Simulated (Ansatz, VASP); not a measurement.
**LaB6: VASP beside Ansatz**

Contents of INCAR:

```
SYSTEM = LaB6
ALGO     = Normal         ! electronic algorithm
EDIFF    = 1E-6           ! SCF threshold, eV
EDIFFG   = -0.005         ! ionic threshold
ENCUT    = 600            ! plane-wave cutoff, eV
GGA      = CA             ! functional
IBRION   = 2              ! ionic algorithm
ISIF     = 3              ! what is computed and relaxed
ISMEAR   = 0              ! smearing method
LASPH    = .TRUE.         ! aspherical terms in the spheres
LCHARG   = .FALSE.        ! write CHGCAR
LREAL    = .FALSE.        ! projectors in reciprocal space
LWAVE    = .FALSE.        ! write WAVECAR
NELM     = 100            ! most SCF steps
NSW      = 100            ! ionic steps
PREC     = Accurate       ! precision mode
SIGMA    = 0.1            ! smearing width, eV
```

File KPOINTS:

```
k-points
0
G
  10 10 10
  0 0 0
```

Contents of POSCAR:

```
LaB6
1.0
    4.0965448081      0.0000000000      0.0000000000
    0.0000000000      4.0965448081      0.0000000000
    0.0000000000      0.0000000000      4.0965448081
La B
1 6
Direct
    0.0000000000      0.0000000000      0.0000000000
    0.1997682883      0.5000000000      0.5000000000
    0.5000000000      0.1997682883      0.5000000000
    0.8002317117      0.5000000000      0.5000000000
    0.5000000000      0.8002317117      0.5000000000
    0.5000000000      0.5000000000      0.1997682883
    0.5000000000      0.5000000000      0.8002317117
```

Input for Ansatz:

```yaml
crystal:
  lattice:
    - [4.0965448081, 0.0, 0.0]
    - [0.0, 4.0965448081, 0.0]
    - [0.0, 0.0, 4.0965448081]
  atoms:
    - { symbol: La, position: [0.0, 0.0, 0.0] }
    - { symbol: B, position: [0.1997682883, 0.5, 0.5] }
    - { symbol: B, position: [0.5, 0.1997682883, 0.5] }
    - { symbol: B, position: [0.8002317117, 0.5, 0.5] }
    - { symbol: B, position: [0.5, 0.8002317117, 0.5] }
    - { symbol: B, position: [0.5, 0.5, 0.1997682883] }
    - { symbol: B, position: [0.5, 0.5, 0.8002317117] }
basis:
  ecutwfc: 420
kpoints:
  mp_grid: { grid: [10, 10, 10] }
hamiltonian:
  xc: lda
scf:
  occupations: { method: gaussian, width: 0.1 }
output:
  forces: true
  stress: true
  eigenvalues: true
relax:
  adjacent_minimum: "off"
  f_tol: 0.005
  max_steps: 80
  cell: { stress_tol: 0.05 }
```

Alike in both runs: task relaxation of cell and atoms; functional LDA; k mesh 10 × 10 × 10; occupations gaussian, width 0.1 eV; no spin polarisation.

|  | VASP | Ansatz |
| --- | --- | --- |
| version | VASP 6.6.1 | Ansatz 0.2.0 |
| potentials or method | VASP PAW LDA potentials, release 64 (La, B) | scalar-relativistic, plane waves, PAW |
| plane-wave cutoff (eV) | 600 | 420 |
| valence electrons in the cell | 29 | 29 |

```csv
,VASP,Ansatz,Ansatz less VASP
"gap on the k mesh at the Fermi level, each at its own relaxed structure (eV)",none,none,-
relaxed volume (Å³/atom),9.84,9.83,-0.005
relaxed cell length with the largest relative difference (Å),4.099,4.098,-0.0007
```

A gap of «none» marks a metal or a gap that the smearing closes.

The runs have no spin-orbit coupling, so splittings on La are missing.
